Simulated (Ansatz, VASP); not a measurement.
# Cu3Pt: VASP beside Ansatz, part 2 of 2

One calculation is typed for both programs; each brings its own data sets and cutoff. How far apart do they land? The cell is taken from a series of VASP runs on this material, whose earlier steps may have relaxed, scaled or displaced it; both programs get it as it stands.

VASP 6.6.1 and Ansatz 0.2.0.

So far: The starting structure; VASP: relaxation of cell and atoms, PBEsol with D3(BJ).

## Step 3: Ansatz: relaxation of cell and atoms, PBEsol with D3(BJ)

Level of this step: Ansatz beside VASP: Kohn-Sham DFT, plane waves, PBEsol with D3(BJ) (Ansatz).

Ansatz runs on its default PAW (the set named soft_2) files.

The same cell, functional, mesh and smearing now go to Ansatz, which takes its cutoff from its data sets.

input.yaml

```yaml
crystal:
  lattice:
    - [3.6217157341, 0.0, 0.0]
    - [0.0, 3.6217157341, 0.0]
    - [0.0, 0.0, 3.6217157341]
  atoms:
    - { symbol: Pt, position: [0.0, 0.0, 0.0] }
    - { symbol: Cu, position: [0.5, 0.5, 0.0] }
    - { symbol: Cu, position: [0.5, 0.0, 0.5] }
    - { symbol: Cu, position: [0.0, 0.5, 0.5] }
hamiltonian:
  xc: pbesol
  pseudopotentials: { kind: paw }
  dispersion: d3bj
kpoints:
  mp_grid: { grid: [10, 10, 10] }
scf:
  occupations: { method: methfessel_paxton, width: 0.15 }
relax:
  f_tol: 0.01
  max_steps: 60
  cell: { stress_tol: 0.05 }
output:
  forces: true
  stress: true
```

On the command line:

```
$ ansatz run input.yaml --threads 4 --pin off --max-ram 9216MiB --backend cpu --events-out ev --progress --plain --runs-dir out
```

Numbers of over 12 decimals in the logs are rounded to 6 here.

Output:

```text
Engine: ansatz 0.2.0, aarch64-unknown-linux-gnu
Pseudopotentials: kind: paw
Pseudopotential: Pt, paw, valence charge 18, recommended cutoff 420 eV (normal), Pt.paw.azcp
Pseudopotential: Cu, paw, valence charge 19, recommended cutoff 420 eV (normal), Cu.paw.azcp
Functional definition: PBEsol
  exchange = pbesol_x
  correlation = pbesol_c
Crystal: 4 atoms, lattice volume = 47.505 Å³
Basis set: ecut = 420 eV, 925 PW (Γ), exchange–correlation on 50×50×50 points (8 copies of the dense FFT grid, shifted against one another)
Bands: 45, of which v1, the nominal top of the filled ones, is band 38 counted from 1 (37 counted from 0)
Symmetry: 48 space group operations
Space group: Pm-3m (ITA 221), of the structure as read, at distance tolerance 3.6e-5 Å
k-points: 56 of 1000
Non-local potential: Pt, projectors of the file, l = 0: 3, l = 1: 2, l = 2: 2, l = 3: 1
Non-local potential: Cu, projectors of the file, l = 0: 3, l = 1: 2, l = 2: 3, l = 3: 1
PAW form: soft (Blöchl's): semilocal exchange-correlation on the pseudo side does not see the compensation charge
PAW frozen core: Pt, regenerated for the run's functional, and the local potential with it (the file was generated under x = pbe(κ = 0.804, μ = 0.219515), c = pbe(β = 0.066725))
PAW frozen core: Cu, regenerated for the run's functional, and the local potential with it (the file was generated under x = pbe(κ = 0.804, μ = 0.219515), c = pbe(β = 0.066725))
PAW one-centre angular grid: Pt, 590 points (default); XC on 64 Gauss nodes
PAW one-centre angular grid: Cu, 590 points (default); XC on 64 Gauss nodes
Initial density: superposition of atomic densities (neutral atoms: chi_scale 0, normalization atom), corrected by the library's trained network
Initial wavefunctions: pseudopotential atomic-orbital guess
Functional: x = pbesol(κ = 0.804, μ = 0.123457), c = pbesol(β = 0.046)
SCF iter   1: F=—  HF=-32153.093540 eV  |F-HF|=—  |Δ(HF+E_count)|=         —  Δρ=1.91e-2  dr2=9.33e-2  ethr=1.77e-3  ⟨swp⟩=5.4  Hψ=8068  notcnv=0  defer=20
preconditioner: auto → Kerker (q_TF=auto, 2.944 Å⁻¹)  [metal: Δε(μ)=0.015 eV  Ē_g=10.271 eV  σ=0.150 eV  W_gap=0.08  n_scr=18 (ndim 8)  ℏωp=35.3 eV  f_vac=0.000  D(μ)=1.49/eV (n_scr^D=6)]
SCF iter   2: F=—  HF=-32153.075559 eV  |F-HF|=—  |Δ(HF+E_count)|=   1.80e-2  S|Δr|=    0.00e0  Δρ=2.92e-3  dr2=2.55e-3  ethr=1.24e-4  ⟨swp⟩=2.0  Hψ=4222  notcnv=0  defer=46
SCF iter   3: F=—  HF=-32153.074548 eV  |F-HF|=—  |Δ(HF+E_count)|=   1.01e-3  S|Δr|=    0.00e0  Δρ=2.31e-3  dr2=1.66e-3  ethr=3.40e-6  ⟨swp⟩=2.6  Hψ=3583  notcnv=0  defer=46
SCF iter   4: F=—  HF=-32153.073966 eV  |F-HF|=—  |Δ(HF+E_count)|=   5.82e-4  S|Δr|=    0.00e0  Δρ=2.48e-4  dr2=1.92e-5  ethr=2.22e-6  ⟨swp⟩=2.0  Hψ=3061  notcnv=0  defer=46
SCF iter   5: F=—  HF=-32153.074002 eV  |F-HF|=—  |Δ(HF+E_count)|=   3.55e-5  S|Δr|=    0.00e0  Δρ=9.94e-5  dr2=2.64e-6  ethr=2.56e-8  ⟨swp⟩=2.0  Hψ=4525  notcnv=0  defer=46
SCF iter   6: F=—  HF=-32153.074002 eV  |F-HF|=—  |Δ(HF+E_count)|=   3.34e-8  S|Δr|=    0.00e0  Δρ=2.35e-5  dr2=2.12e-7  ethr=3.52e-9  ⟨swp⟩=1.3  Hψ=2690  notcnv=0  defer=46
SCF iter   7: F=-32153.074002 eV  HF=-32153.074002 eV  |F-HF|=3.86e-9  |Δ(HF+E_count)|=   2.76e-8  S|Δr|=    0.00e0  Δρ=6.43e-6  dr2=1.65e-8  ethr=1.33e-10  ⟨swp⟩=4.1  Hψ=8486  notcnv=0
SCF 1 converged in 7 iterations: F = -32153.074002 eV  dr2 = 1.65e-8
  greatest PAW one-centre occupation: 1.000 electrons in one spin orbital (limit 2), on the Cu atom at site 1 (counted from 0), in its partial waves of l = 0
relax step   1: F+E_penalty+E_count = -32153.07400166 eV  Δ(F+E_penalty+E_count) = +0.000e0 eV  max|allowed force component| = 3.363e-28 eV/Å  Δτ_max = 0.0000 Å  P = -0.292 GPa  Ω = 47.505 Å³  (7 SCF iters, dr2 threshold 1.00e-7 eV, accepted)
[...]
relax step   2: F+E_penalty+E_count = -32153.07409177 eV  Δ(F+E_penalty+E_count) = -9.011e-5 eV  max|allowed force component| = 6.271e-29 eV/Å  Δτ_max = 0.0000 Å  P = -0.057 GPa  Ω = 47.455 Å³  energy of the carried Pulay correction = +3.558e-5 eV  (4 SCF iters, dr2 threshold 2.12e-7 eV, accepted)
[...]
relax step   3: F+E_penalty+E_count = -32153.07410259 eV  Δ(F+E_penalty+E_count) = -1.082e-5 eV  max|allowed force component| = 1.939e-29 eV/Å  Δτ_max = 0.0000 Å  P = +0.000 GPa  Ω = 47.443 Å³  energy of the carried Pulay correction = +4.424e-5 eV  (5 SCF iters, dr2 threshold 8.14e-9 eV, accepted)
[...]
relax step   4: F+E_penalty+E_count = -32153.07405965 eV  Δ(F+E_penalty+E_count) = +4.294e-5 eV  max|allowed force component| = 2.345e-29 eV/Å  Δτ_max = 0.0000 Å  P = +0.001 GPa  Ω = 47.443 Å³  stress off target by 1.49e-3 GPa  SCF on the basis re-selected at this cell (its energy is not comparable with the rows above)  (5 SCF iters)
basis re-selected at this cell: Δ(F+E_penalty+E_count) = +4.294e-5 eV, ΔP = +0.001 GPa vs the last step (what re-selecting the basis moved, of the pressure what is left beyond the Pulay correction that the steps carried, after the strain that the cell walked since its last selection, with what the two solves' SCF thresholds leave and, on support functions, any second-order correction that the steps lacked; it is no m [...]
SCF converged after 5 iterations
Stability not checked: this state was not tested for a lower state beside it, because cold or Methfessel-Paxton smearing, or corrected tetrahedra, fill the levels in a way that the test cannot read (fill_not_monotonic; see scf.lower_state_search)
Free energy (F): -32153.074060 eV
Harris-Foulkes:  -32153.074060 eV  (|F-HF|=3.64e-12)
Internal energy: -32153.074680 eV  (E = F + TS)
E sigma→0 (E₀):  -32153.074215 eV
Entropy (-TS):   0.000620 eV (0.155 meV/atom)
Fermi energy:    19.742930 eV
Step filling:    the computed levels leave a gap of 0.0000 eV = 0.0 smearing widths at the electron count; against every level under it full and every level over it empty, smearing changes F+E_penalty+E_count by -1.347 meV and its σ→0 estimate by -1.502 meV
--- Per-component energies (eV) ---
  E_band       = -1080.257563
  E_kinetic    = 1544.049965
  E_local      = -13333.542028  (includes V_loc(G=0)·N_el)
  E_nonlocal   = 1379.121307
  E_hartree    = 5811.317782
  E_xc         = -530.386573
  E_vxc        = -652.520554  (∫ρ·V_xc dr)
  E_paw        = -14195.819927  (= ΣΔE_a)
  E_vpaw       = -1640.002843  (= ΣTr[D̂ρ^β])
  E_aug_tail   = 0.001038  (compensation charges beyond the density's cutoff)
  E_ewald      = -12826.265968
  E_disp       = -2.455863  (pairwise vdW)
  E_core_change = 0.905588  (= ΣΔE_core)
  E_smearing   = 0.000620  (= −TS)
  E_closure    = 0.000000  (closes the sum)
  Σ components = -32153.074060   (vs F -32153.074060, Δ=0.00e0)
--- Forces (eV/Å), atoms counted from 1 ---
  atom   1  Pt    -0.00000000    -0.00000000    -0.00000000
  atom   2  Cu     0.00000000    -0.00000000     0.00000000
  atom   3  Cu    -0.00000000     0.00000000     0.00000000
  atom   4  Cu     0.00000000     0.00000000     0.00000000
  max |Σ_I F_I| component: 4.39e-29 eV/Å
--- Stress (GPa, compression-positive) ---
        0.001486       0.000000       0.000000
        0.000000       0.001486      -0.000000
        0.000000      -0.000000       0.001486
  P = ⅓ Tr σ = 0.0015 GPa (0.015 kbar)
--- Relaxed structure (3 steps of the walk, 3 accepted, 1 SCFs on fresh bases) ---
  F+E_penalty+E_count = -32153.07405965 eV   max|allowed force component| = 2.345e-29 eV/Å   (the final SCF, on the basis selected at the relaxed cell)
  cell:  # Å, volume = 47.4431 Å³
    - [3.620131, 0, 0]
    - [0, 3.620131, 0]
    - [0, 0, 3.620131]
  atoms:
    - { symbol: Pt, position: [0, 0, 0] }
    - { symbol: Cu, position: [0.5, 0.5, 0] }
    - { symbol: Cu, position: [0.5, 0, 0.5] }
    - { symbol: Cu, position: [0, 0.5, 0.5] }
```

Elapsed: 6 s, on 4 threads of Arm Neoverse V1, shared host; peak memory 0.44 GiB; 22 s of CPU time.

## Step 4: Differences

Known differences besides the potentials themselves: both relaxations stop at a tolerance, which leaves soft axes loose, and VASP keeps its plane-wave basis; the data sets hold 75 valence electrons in Ansatz (default PAW (the set named soft_2) files) and 43 in VASP; the cutoff is 420 eV in Ansatz and 450 eV in VASP; Ansatz makes its cores anew for this functional, VASP keeps those of its PBE data sets; Ansatz adds a Pulay correction to the stress that steers its cell, VASP none. Total energies have different zeros and are not compared.

The two programs side by side:

| quantity | Ansatz | VASP | difference |
| --- | --- | --- | --- |
| volume (Å³) | 47.44 | 47.43 | +0.02 % |
| edge a after relaxation, in the typed setting (Å) | 3.620 | 3.620 | +0.01 % |

The walks stopped with 0.00 GPa left in Ansatz and 0.00 GPa in VASP; each walk ends within a tolerance, so the volume difference is uncertain by about these residues over the bulk modulus, most in soft cells.

## Step 5: Outcome

| Item | Value |
| --- | --- |
| difference in volume (relaxation of cell and atoms, PBEsol with D3(BJ)) | 0.024 % |

What this shows: The difference in volume is 0.024 % (relaxation of cell and atoms, PBEsol with D3(BJ)), within the 1.2 % picked in this series as the mark of a large difference, as far as the stopping tolerances let one tell. How closely two codes agree says nothing of how well the functional describes the real material.

[Lines on the potential files, build, host, timing and source positions are cut from VASP's logs without a mark.]

[Logs are printed without paths, hosts, clocks, repeated set-up lines and the standing remarks that a program may print on its own settings, such as how far it seeks lower states.]

[Hosts, paths, dates, database ids (printed as entryN), source tags and the programs' standing remarks are cut or masked in the printed files.]
